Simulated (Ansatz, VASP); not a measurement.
This is a calculation of Ca for VASP 6.6.1.

File INCAR:

```
SYSTEM = Ca
PREC = Accurate
ENCUT = 520
EDIFF = 1E-7
ISMEAR = -1
SIGMA = 0.05
LREAL = .False.
LASPH = .True.
NELM = 80
ALGO = Normal
ISIF = 2
LWAVE = .False.
LCHARG = .True.
GGA = PE
LELF = .True.
LVHAR = .True.
NBANDS = 11
```

KPOINTS

```
regular mesh
0
Gamma
  9 9 9
  0 0 0
```

Contents of POSCAR:

```
Ca
1.0
   -2.2052049036      2.2052049036      2.1961148100
    2.2052049036     -2.2052049036      2.1961148100
    2.2052049036      2.2052049036     -2.1961148100
Ca
1
Direct
    0.5000000000      0.5000000000      0.0000000000
```

Potentials or basis: VASP PAW PBE potentials, release 64 (Ca_sv).

Launch:

```bash
$ cat potpaw_PBE.64/Ca_sv/POTCAR > POTCAR
$ mpirun -np 1 vasp_std > vasp.out
```

**Question.** Set up the same calculation for Ansatz 0.2.0. Potentials there: Ansatz PAW.

**Answer.** As run (the cutoff follows the program's own potentials):

The input input.yaml:

```yaml
crystal:
  lattice:
    - [-2.2052049036, 2.2052049036, 2.19611481]
    - [2.2052049036, -2.2052049036, 2.19611481]
    - [2.2052049036, 2.2052049036, -2.19611481]
  atoms:
    - { symbol: Ca, position: [0.5, 0.5, 0.0] }
hamiltonian:
  xc: pbe
  pseudopotentials: { kind: paw }
kpoints:
  mp_grid: { grid: [9, 9, 9] }
scf:
  occupations: { method: fermi_dirac, width: 0.05 }
output:
  forces: true
  stress: true
  eigenvalues: true
```

Potentials or basis: Ansatz PAW.

The run is started by

```sh
$ ansatz run input.yaml --threads 1 --pin off --max-ram 3584MiB --backend cpu --events-out ev --progress --plain --runs-dir out
```

Both were run:

|  | VASP | Ansatz | Ansatz less VASP |
| --- | --- | --- | --- |
| gap on the k mesh at the Fermi level (eV) | none | none | - |
| pressure (GPa) | -0.2 | -0.2 | -0.01 |

A gap of «none» marks a metal or a gap that the smearing closes.
